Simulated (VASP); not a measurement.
## MoS2: core levels with PBEsol

Slab: MoS2, a slab with vacuum.

```
Mo S
1.0
     3.18372    0.00000    0.00000
    -1.59186    2.75718    0.00000
     0.00000    0.00000   34.47924
Mo S
4 8
Direct
  0.33333 0.66667 0.09356
  0.33333 0.66667 0.72090
  0.66667 0.33333 0.27910
  0.66667 0.33333 0.90644
  0.66667 0.33333 0.04855
  0.66667 0.33333 0.67591
  0.33333 0.66667 0.23409
  0.33333 0.66667 0.86143
  0.66667 0.33333 0.13857
  0.66667 0.33333 0.76591
  0.33333 0.66667 0.32409
  0.33333 0.66667 0.95145
```

```json
{"Program": "VASP 6.6.1", "Task": "core levels", "Functional": "PBEsol", "Potentials or basis": "VASP PAW PBE potentials, release 64 (Mo_sv, S)", "Cutoff": "520 eV", "k mesh": "7 × 7 × 1", "Occupations": "gaussian, width 0.02 eV", "Spin": "no spin polarisation", "Further INCAR settings": "ALGO = Normal; EDIFF = 1e-06"}
```

The largest force is 0.145 eV/Å. The band gap on the k mesh is 1.27 eV, indirect (least direct gap 2.09 eV).

Forces in eV/Å, atoms in the order of the input:
```
Mo   0.000  0.000  0.000
Mo   0.000  0.000 -0.006
Mo   0.000  0.000  0.006
Mo   0.000  0.000  0.000
S    0.000  0.000  0.124
S    0.000  0.000  0.145
S    0.000  0.000  0.122
S    0.000  0.000  0.128
S    0.000  0.000 -0.128
S    0.000  0.000 -0.122
S    0.000  0.000 -0.145
S    0.000  0.000 -0.124
```

Levels at points of the mesh, in eV from the valence-band top:
```
           k point  band 48  band 49  band 50  band 51  band 52  band 53  band 54  band 55  band 56  band 57
(0.00, 0.00, 0.00)    -1.57    -0.77    -0.45    -0.16     0.00     2.24     2.24     2.24     2.25     2.25
```

Core levels (eV, on the scale of the bands):
| atom | levels |
| --- | --- |
| 1 Mo | 1s -19812.9, 2s -2793.1, 2p -2496.1, 3s -470.2, 3p -372.9, 3d -214.8 |
| 2 Mo | 1s -19812.9, 2s -2793.1, 2p -2496.1, 3s -470.2, 3p -372.9, 3d -214.8 |
| 3 Mo | 1s -19812.9, 2s -2793.1, 2p -2496.1, 3s -470.2, 3p -372.9, 3d -214.8 |
| 4 Mo | 1s -19812.9, 2s -2793.1, 2p -2496.1, 3s -470.2, 3p -372.9, 3d -214.8 |
| 5 S | 1s -2396.3, 2s -202.4, 2p -147.1 |
| 6 S | 1s -2396.3, 2s -202.3, 2p -147.1 |

Wall time 4.1 min on 1 thread of Intel(R) Xeon(R) Platinum 8488C (Sapphire Rapids), with other jobs on the host, peak memory 0.41 GiB.

Caveat: the PAW data sets were made with another functional, which shifts forces and pressure a little. A hybrid or GW would open this gap; PBEsol tends to underestimate it.
